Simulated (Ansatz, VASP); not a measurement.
# Si in VASP and in Ansatz

```
Si
1.0
     0.00000    2.77523    2.77523
     2.77523    0.00000    2.77523
     2.77523    2.77523    0.00000
Si
2
Cartesian
  2.7752 2.7752 2.7752
  4.1629 4.1629 4.1629
```

Change from the starting cell: volume scaled by 1.06.

Alike in both runs: task single point; functional BLYP; k mesh 8 × 8 × 8; occupations fermi-dirac, width 0.05 eV; collinear spin.

|  | VASP | Ansatz |
| --- | --- | --- |
| version | VASP 6.6.1 | Ansatz 0.2.0 |
| potentials or method | VASP PAW PBE potentials, release 64 (Si), cutoff 520 eV | all-electron LAPW, scalar-relativistic |

Ansatz gave:

* gap on the k mesh at the Fermi level (eV): 0.92
* least direct gap on the mesh (eV): 2.49
* pressure (GPa): -0.7
* net moment per atom (μB): 0.00

Question: Estimate VASP's values.

Answer: gap on the k mesh at the Fermi level (eV): 0.93; least direct gap on the mesh (eV): 2.51; pressure (GPa): -0.6; net moment per atom (μB): 0.00.

Ansatz ran all-electron here, so the differences hold the error of VASP's frozen core and of both bases.

Caveats: the PAW data sets were made with another functional, which shifts forces and pressure a little (VASP); the starting moments weren't kept (Ansatz). A k mesh can miss the band edges.
